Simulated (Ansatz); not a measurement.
# ZnSe (Stilleite) (F-43m) in Ansatz: further runs

The runs below take ZnSe (Stilleite) through single point, band structure, with PBE, BLYP.

All numbers are computed with Ansatz 0.2.0; they aren't measurements. Logs are shortened: lines on timing, memory, paths and dates and some standing lists are left out, and cuts for length are marked.

**The experiment to reproduce.**

From “Alloy Disordering Effects on the Thermal Conductivity and Energy Gap Temperature Dependence of Cd1−xZnxSe Ternary Crystals Grown by the Bridgman Method”, 2023, pmc:10253836, for a bulk crystal of ZnSe at 300 K: band gap 2.695 ± 0.003 eV (an exciton energy, a little under the gap).

The results are compared with them further down.

## 1. The crystal as given

It takes space group F-43m (No. 216, cubic). Conventional cell: a = 5.668 Å, b = 5.668 Å, c = 5.668 Å, α = 90.00°, β = 90.00°, γ = 90.00°. Se (site symmetry -43m) has 4 Zn at 2.45 Å as nearest neighbours. Zn (site symmetry -43m) has 4 Se at 2.45 Å as nearest neighbours.

## 2. Single point, PBE, 21.39 Å³/atom (volume scaled by 0.94)

File input.yaml:

```yaml
crystal:
  lattice:
    - [0.0, 2.7759511149, 2.7759511149]
    - [2.7759511149, 0.0, 2.7759511149]
    - [2.7759511149, 2.7759511149, 0.0]
  atoms:
    - { symbol: Se, position: [0.75, 0.75, 0.75] }
    - { symbol: Zn, position: [0.0, 0.0, 0.0] }
kpoints:
  mp_grid: { grid: [8, 8, 8] }
scf:
  occupations: { method: fermi_dirac, width: 0.05 }
hamiltonian:
  xc: pbe
  pseudopotentials: { kind: all_electron, lapw: { basis_error: 0.0005 } }
output:
  forces: true
  stress: true
  eigenvalues: true
```

Potentials or basis: all-electron LAPW, scalar-relativistic.

Started as:

```
$ ansatz run input.yaml --threads 1 --pin off --max-ram 3072MiB --backend cpu --events-out ev --progress --plain --runs-dir out
```

What it wrote:

```text
Warning: RAYON_NUM_THREADS=1 ignored (pool sized by the plan → 1); use --threads N
LAPW: plane waves up to 9.638 Å⁻¹, error target 5.0e-4 eV per atom; small_component_spin mean_spin; Zn in spheres of 1.218 Å, 20 of its electrons in bands, Dirac shells []; Se in spheres of 1.186 Å, 24 of its electrons in bands, Dirac shells [] (how accurate: hamiltonian.pseudopotentials.lapw.basis_error, Limitations)
Engine: ansatz 0.2.0, x86_64-unknown-linux-gnu
Pseudopotentials: kind: all_electron
Pseudopotential: Se, LAPW, valence charge 24, lapw/all_electron/scalar/gaussian/Se, Koelling and Harmon's equation, gaussian nucleus
Pseudopotential: Zn, LAPW, valence charge 20, lapw/all_electron/scalar/gaussian/Zn, Koelling and Harmon's equation, gaussian nucleus
Functional definition: PBE
  parameter kappa = 0.804
  parameter beta = 0.06672455060314922
  exchange = pbe_x(kappa = kappa, mu = beta*pi^2/3)
  correlation = pbe_c(beta = beta)
Crystal: 2 atoms, lattice volume = 42.782 Å³
Basis set: ecut = 353.87776672474604 eV, 645 PW (Γ), exchange–correlation at level 2
Bands: 27, of which v1, the nominal top of the filled ones, is band 22 counted from 1 (21 counted from 0)
Symmetry: 24 space group operations
Space group: F-43m (ITA 216), of the structure as read, at distance tolerance 3.5e-5 Å
k-points: 29 of 512 (time reversal used)
Non-local potential: Se, projectors of the file, none
Non-local potential: Zn, projectors of the file, none
Initial density: superposition of atomic densities (chi_scale 0.1, normalization cell, long waves kept (reshape's long-wave potential 0.00 eV rms))
Initial wavefunctions: plane waves of lowest kinetic energy (no species holds an atomic orbital)
Functional: x = pbe(κ = 0.804, μ = 0.2195149727645171), c = pbe(β = 0.06672455060314922)
iter 1 solved again at ethr=1.57e-3 eV; its pass at ethr=1.00e-1 eV (dr2=6.93e-1 eV) is discarded
SCF iter   1: F=—  HF=-115000.319889 eV  |F-HF|=—  |Δ(HF+E_count)|=         —  Δρ=3.20e-2  dr2=6.94e-1  ethr=1.57e-3  ⟨swp⟩=2.0  Hψ=4922  notcnv=0
preconditioner: auto → none  [insulator: Δε(μ)=1.737 eV  Ē_g=12.522 eV  σ=0.050 eV  W_gap=1.00  n_scr=14 (ndim 8)  ℏωp=24.1 eV  f_vac=0.168  D(μ)=0.00/eV (n_scr^D=0)  ε∞_Penn≈4.7]
iter 2 solved again at ethr=7.79e-5 eV; its pass at ethr=1.57e-3 eV (dr2=3.43e-2 eV) is discarded
SCF iter   2: F=—  HF=-115000.111517 eV  |F-HF|=—  |Δ(HF+E_count)|=   2.08e-1  Δρ=9.93e-3  dr2=3.43e-2  ethr=7.79e-5  ⟨swp⟩=2.0  Hψ=4002  notcnv=0
SCF iter   3: F=—  HF=-115000.036372 eV  |F-HF|=—  |Δ(HF+E_count)|=   7.51e-2  Δρ=6.75e-3  dr2=1.61e-2  ethr=7.79e-5  ⟨swp⟩=3.0  Hψ=2491  notcnv=0
SCF iter   4: F=—  HF=-115000.029320 eV  |F-HF|=—  |Δ(HF+E_count)|=         —  Δρ=3.07e-3  dr2=3.45e-3  ethr=3.65e-5  ⟨swp⟩=2.0  Hψ=2172  notcnv=0
the basis was enlarged: its passes take 112.8 KiB over the memory plan, 1 of 1 planned eigensolver slots
SCF iter   5: F=—  HF=-115000.029498 eV  |F-HF|=—  |Δ(HF+E_count)|=   1.78e-4  Δρ=5.95e-4  dr2=9.82e-5  ethr=7.83e-6  ⟨swp⟩=2.0  Hψ=2185  notcnv=0
SCF iter   6: F=—  HF=-115000.029514 eV  |F-HF|=—  |Δ(HF+E_count)|=   1.53e-5  Δρ=9.21e-5  dr2=2.61e-6  ethr=2.23e-7  ⟨swp⟩=2.3  Hψ=2181  notcnv=0
SCF iter   7: F=-115000.029520 eV  HF=-115000.029520 eV  |F-HF|=8.72e-9  |Δ(HF+E_count)|=   6.22e-6  Δρ=1.04e-5  dr2=4.96e-8  ethr=5.94e-9  ⟨swp⟩=3.0  Hψ=2309  notcnv=0
SCF 1 converged in 7 iterations: F = -115000.029520 eV  dr2 = 4.96e-8
SCF converged after 7 iterations
Free energy (F): -115000.029520 eV
Harris-Foulkes:  -115000.029520 eV  (|F-HF|=8.72e-9)
Internal energy: -115000.029520 eV  (E = F + TS)
E sigma→0 (E₀):  -115000.029520 eV
Fermi energy:    9.806938 eV
--- Per-component energies (eV) ---
  E_band       = -2203.680559
  E_kinetic    = 117471.463248
  E_xc         = -4347.502165
  E_electrostatic = -228123.990602  (all electrons and nuclei)
  E_smearing   = -0.000000  (= −TS)
  E_closure    = 0.000000  (closes the sum)
  E_atoms      = -114994.086913  (free atoms, spherical and without spin; not in F)
  Σ components = -115000.029520   (vs F -115000.029520, Δ=0.00e0)
  Basis errors (estimates in eV, not in F): energy 2.3e-4 per atom: plane waves 2.0e-4 (1.2e-4 summed), levels above the bands 5.5e-86, relativity 3.2e-8, radial functions 2.2e-5, core shells 9.8e-11; eigenvalues (radial functions only) 5.7e-7; not estimated: angular momenta, meshes, grids; target (lapw.basis_error) 5.0e-4; muffin-tin radii Zn 1.218 Å, Se 1.186 Å
--- Forces (eV/Å), atoms counted from 1 ---
  atom   1  Se    -0.00000000     0.00000000     0.00000000
  atom   2  Zn     0.00000000    -0.00000000    -0.00000000
  max |Σ_I F_I| component: 4.63e-17 eV/Å
--- Stress (GPa, compression-positive) ---
        6.801040       0.000000      -0.000000
        0.000000       6.801040       0.000000
       -0.000000       0.000000       6.801040
  P = ⅓ Tr σ = 6.8010 GPa (68.010 kbar)
--- Band table (eV; the first three rows and the last of 29) ---
  k-point 0: bands = ["-198.3043", "-137.7716", "-137.7716", "-137.7716", "-116.3672", "-70.5348", "-70.5348", "-70.5348", "-37.9932", "-37.9932", "-37.9932", "-37.9878", "-37.9878", "-4.6769", "2.2219", "2.2219", "2.2219", "2.6518", "2.6518", "9.0023", "9.0023", "9.0023", "10.5467", "14.7881", "14.7881", "14.7881", "19.1716"]
  k-point 1: bands = ["-198.3043", "-137.7716", "-137.7716", "-137.7716", "-116.3672", "-70.5348", "-70.5348", "-70.5348", "-37.9932", "-37.9931", "-37.9931", "-37.9878", "-37.9878", "-4.5639", "2.2247", "2.2401", "2.2401", "2.6500", "2.6500", "7.6450", "8.8320", "8.8320", "11.5120", "14.7776", "15.0637", "15.0637", "19.7701"]
  k-point 2: bands = ["-198.3043", "-137.7716", "-137.7716", "-137.7716", "-116.3672", "-70.5349", "-70.5348", "-70.5348", "-37.9931", "-37.9930", "-37.9930", "-37.9877", "-37.9877", "-4.2684", "2.2722", "2.2801", "2.2801", "2.6516", "2.6516", "5.7980", "8.4716", "8.4716", "11.9114", "15.4614", "15.4614", "15.7495", "19.5299"]
  k-point 28: bands = ["-198.3043", "-137.7716", "-137.7716", "-137.7716", "-116.3672", "-70.5349", "-70.5349", "-70.5349", "-37.9931", "-37.9930", "-37.9927", "-37.9878", "-37.9876", "-3.4646", "2.3407", "2.4644", "2.6024", "2.6178", "3.0043", "4.0113", "5.9819", "6.0394", "14.4772", "14.8424", "16.1076", "16.7030", "21.1980"]
```

It took 21 s on 1 thread of AMD EPYC 7R13 (Zen 3), shared host; peak memory 0.35 GiB.

What came out:

| Quantity | Value |
| --- | --- |
| Free energy | -115000.0295 eV |
| Pressure | 6.8 GPa |
| Band gap on the k mesh | 1.54 eV, direct |

## 3. Single point, PBE, 21.85 Å³/atom (volume scaled by 0.96)

input.yaml: that of step 2 with these lines changed.

```diff
@@ -2,5 +2,5 @@
   lattice:
-    - [0.0, 2.7759511149, 2.7759511149]
-    - [2.7759511149, 0.0, 2.7759511149]
-    - [2.7759511149, 2.7759511149, 0.0]
+    - [0.0, 2.7955007105, 2.7955007105]
+    - [2.7955007105, 0.0, 2.7955007105]
+    - [2.7955007105, 2.7955007105, 0.0]
   atoms:
```

Potentials or basis: all-electron LAPW, scalar-relativistic.

Started as:

```
$ ansatz run input.yaml --threads 1 --pin off --max-ram 3072MiB --backend cpu --events-out ev --progress --plain --runs-dir out
```

It took 14 s on 1 thread of AMD EPYC 7R13 (Zen 3), shared host; peak memory 0.36 GiB.

It converged, with:

```
Free energy            : -115000.0631 eV
Pressure               : 5.1 GPa
Band gap on the k mesh : 1.46 eV, direct
```

## 4. Single point, PBE, 22.30 Å³/atom (volume scaled by 0.98)

input.yaml: that of step 3 with these lines changed.

```diff
@@ -2,5 +2,5 @@
   lattice:
-    - [0.0, 2.7955007105, 2.7955007105]
-    - [2.7955007105, 0.0, 2.7955007105]
-    - [2.7955007105, 2.7955007105, 0.0]
+    - [0.0, 2.814780635, 2.814780635]
+    - [2.814780635, 0.0, 2.814780635]
+    - [2.814780635, 2.814780635, 0.0]
   atoms:
```

Started as:

```
$ ansatz run input.yaml --threads 1 --pin off --max-ram 3072MiB --backend cpu --events-out ev --progress --plain --runs-dir out
```

Run time: 15 s. Hardware: 1 thread of AMD EPYC 7R13 (Zen 3), shared host; peak memory 0.36 GiB.

It converged, with:

```yaml
Free_energy: -115000.0874 eV
Pressure: 3.5 GPa
Band_gap_on_the_k_mesh: 1.37 eV, direct
```

## 5. Single point, PBE, 22.76 Å³/atom

input.yaml: that of step 4 with these lines changed.

```diff
@@ -2,5 +2,5 @@
   lattice:
-    - [0.0, 2.814780635, 2.814780635]
-    - [2.814780635, 0.0, 2.814780635]
-    - [2.814780635, 2.814780635, 0.0]
+    - [0.0, 2.8338, 2.8338]
+    - [2.8338, 0.0, 2.8338]
+    - [2.8338, 2.8338, 0.0]
   atoms:
```

Started as:

```
$ ansatz run input.yaml --threads 1 --pin off --max-ram 3072MiB --backend cpu --events-out ev --progress --plain --runs-dir out
```

It took 14 s on 1 thread of AMD EPYC 7R13 (Zen 3), shared host; peak memory 0.36 GiB.

The run converged. Its results:

- Free energy: -115000.1034 eV
- Pressure: 2.1 GPa
- Band gap on the k mesh: 1.29 eV, direct

## 6. Single point, PBE, 23.21 Å³/atom (volume scaled by 1.02)

input.yaml: that of step 5 with these lines changed.

```diff
@@ -2,5 +2,5 @@
   lattice:
-    - [0.0, 2.8338, 2.8338]
-    - [2.8338, 0.0, 2.8338]
-    - [2.8338, 2.8338, 0.0]
+    - [0.0, 2.8525674344, 2.8525674344]
+    - [2.8525674344, 0.0, 2.8525674344]
+    - [2.8525674344, 2.8525674344, 0.0]
   atoms:
```

Potentials or basis: all-electron LAPW, scalar-relativistic.

Started as:

```
$ ansatz run input.yaml --threads 1 --pin off --max-ram 3072MiB --backend cpu --events-out ev --progress --plain --runs-dir out
```

It took 18 s on 1 thread of AMD EPYC 7R13 (Zen 3), shared host; peak memory 0.35 GiB.

It converged, with:

```
Free energy            : -115000.1118 eV
Pressure               : 0.9 GPa
Band gap on the k mesh : 1.21 eV, direct
```

[end of part 1 of 2]
